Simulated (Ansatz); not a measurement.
MgTe (F-43m), phonons: input and output

Computed with LDA, PAW on Ansatz 0.2.0's default frozen-core files (fitted under PBE), scalar-relativistic; not a measurement.

Cell and atoms were relaxed beforehand by PAW with this functional.

The structure is one entry of a database and needn't be the stable phase.

Command line:

```sh
ansatz run input.yaml --threads 2 --pin off --max-ram 5120MiB --backend cpu --events-out ev --progress --plain --runs-dir out
```

input.yaml:

```yaml
crystal:
  lattice:
    - [0.0, 3.1851979079, 3.1851979079]
    - [3.1851979079, 0.0, 3.1851979079]
    - [3.1851979079, 3.1851979079, 0.0]
  atoms:
    - { symbol: Mg, position: [0.0, 0.0, 0.0] }
    - { symbol: Te, position: [0.25, 0.25, 0.25] }
kpoints:
  mp_grid: { grid: [6, 6, 6] }
scf:
  occupations: { method: fixed }
hamiltonian:
  xc: lda
  pseudopotentials: { kind: paw }
phonons:
  qmesh: [2, 2, 2]
  qpath:
    path:
      - [0.0, 0.0, 0.0]
      - [-0.5, -0.5, 0.0]
      - [-0.375, -0.375, 0.25]
      - [-0.375, 0.0, 0.375]
      - [0.0, 0.0, 0.0]
      - [0.0, 0.0, 0.5]
      - [-0.5, -0.25, 0.25]
      - [-0.5, -0.5, 0.0]
    npoints: 6
  temperatures: { t_min: 0, t_max: 1000, t_step: 100 }
```

Output:

```
Warning: phonons: the dynamical matrix that this run interpolates holds no multipole term above the dipole-dipole one, and a site of this crystal is no centre of inversion, so its interpolated transverse optical and acoustic branches and sound speeds can stay off near Gamma, and the density of states and the thermodynamics with them. What a run solves at a wave vector of phonons.qpoints, Gamma apart, where the deck ...
Warning: RAYON_NUM_THREADS=2 ignored (pool sized by the plan → 2); use --threads N
Engine: ansatz 0.2.0, aarch64-unknown-linux-gnu
Pseudopotentials: kind: paw
Pseudopotential: Mg, paw, valence charge 10, recommended cutoff 420 eV (normal), Mg.paw.azcp
Pseudopotential: Te, paw, valence charge 16, recommended cutoff 420 eV (normal), Te.paw.azcp
Functional definition: SPW92
  exchange = slater_x
  correlation = pw_c
Crystal: 4 atoms, lattice volume = 129.262 Å³
Basis set: ecut = 420 eV, 2509 PW (Γ), FFT grids on a1, a2, −a1+a2+a3
Bands: 32, of which v1, the nominal top of the filled ones, is band 26 counted from 1 (25 counted from 0)
Symmetry: 16 space group operations
k-points: 20 of 108 (time reversal used)
[... 172 lines left out ...]
        288.96      1             4.0549
  optical modes at Γ + LO–TO along q̂ = [0.0000, 0.0000, 1.0000]:
      ω (cm⁻¹)  modes    IR ((D/Å)²/amu)
        244.59      2             8.1098
        288.96      1             4.0549
--- Phonons (by wavevector): 3 wavevectors in 2 supercells ---
  supercell 1 (2 cells, vectors [1, 0, 0], [0, 1, -1], [0, 0, 2] in multiples of the cell's): 3 displaced members by 0.0025 Å; free energy -17460.976063 eV; taken off its force constants: by the sum rule 3.9e-4, by the ...
  symmetry images taken by strict's conditions (phonons.symmetry_images: auto; settled by no image being taken that strict refuses)
  supercell 2 (2 cells, vectors [1, 0, 0], [0, 1, 0], [0, 0, 2] in multiples of the cell's): 4 displaced members by 0.0025 Å; free energy -17460.976062 eV; taken off its force constants: by the sum rule 6.3e-5, by the ...
  symmetry images taken by strict's conditions (phonons.symmetry_images: auto; settled by no image being taken that strict refuses); asymmetry of the core-correction force 3.4e-8 eV/Å at the most on a site, 8.5e-8 eV/Å summed ...
  q = [0.0000, 0.0000, 0.0000] (star 1, supercell 1; hermiticity 0.00e0, symmetrization 1.10e-6): -0.00 -0.00 0.00 244.59 244.59 244.59
  q = [0.0000, 0.0000, -0.5000] (star 4, supercell 2; hermiticity 5.45e-17, symmetrization 3.76e-16): 36.37 36.37 116.65 241.24 241.24 274.03
  q = [0.0000, -0.5000, -0.5000] (star 3, supercell 1; hermiticity 9.32e-17, symmetrization 3.01e-16): 50.83 50.83 120.40 234.43 234.43 286.12
  joined force constants: q→R imaginary residual 1.67e-17
  density of states and harmonic sums: on the 18×18×18 q-mesh, interpolated from the force constants of a 2×2×2 supercell (with the dipole–dipole term)
  largest difference from the sums on the solved wave vectors: F 7.30e-2 eV, S 1.05e-4 and C_V 3.22e-5 eV/K
```

Self-consistency was reached.

**Harmonic thermodynamics**

Harmonic phonons of a crystal by Kohn-Sham DFT at the given cell, standard atomic masses, acoustic sum rule imposed; negative wavenumbers are unstable modes; sums over wave vectors interpolated from the q mesh.

* Zero point energy: 29.74 meV/atom

```tsv
temperature (K)	phonon heat capacity (k_B/atom)	phonon entropy (k_B/atom)	phonon free energy (meV/atom)
100	1.926	1.969	21.91
200	2.612	3.567	-2.4
300	2.813	4.671	-38.15
400	2.892	5.492	-82.09
500	2.93	6.142	-132.3
600	2.951	6.678	-187.6
700	2.963	7.134	-247.2
800	2.972	7.531	-310.4
900	2.978	7.881	-376.8
1000	2.982	8.195	-446.1
```

Field response:

Linear response of an insulating crystal by Kohn-Sham DFT to a field and to zone-centre displacements, local fields included; Born charges neutralised; LO modes for wave vectors along x and z; Cartesian axes as in the input.

```json
{
  "Dielectric electronic (x, y, z)": "5.652, 5.652, 5.652",
  "Highest phonon with field along x": "289 cm⁻¹",
  "Highest phonon with field along z": "289 cm⁻¹",
  "Highest phonon without field": "244.6 cm⁻¹"
}
```

| atom | born charge xx (e) | born charge yy (e) | born charge zz (e) |
| --- | --- | --- | --- |
| Mg1 | 1.894 | 1.894 | 1.894 |
| Te2 | -1.894 | -1.894 | -1.894 |

Phonons on the q mesh:

One row a degenerate set, branches counted upwards.

```json
{
  "Unstable phonons": "no"
}
```

```csv
point,q a (r.l.u.),q b (r.l.u.),q c (r.l.u.),branch,phonon wavenumber (cm⁻¹),degeneracy
Gamma,0,0,0,4,244.6,3
L,0.5,0,0,1,36.4,2
L,0.5,0,0,3,116.6,1
L,0.5,0,0,4,241.2,2
L,0.5,0,0,6,274,1
X,0.5,0.5,0,1,50.8,2
X,0.5,0.5,0,3,120.4,1
X,0.5,0.5,0,4,234.4,2
X,0.5,0.5,0,6,286.1,1
```

Caveats: frozen-core PAW files fitted under PBE, their cores solved anew for the functional of the run; this zinc-blende form is metastable at ambient conditions; coarse q mesh; no LO-TO term at the zone centre.

It took 53 s on 2 threads of Arm Neoverse V2, on a shared host, peak memory 0.52 GiB.
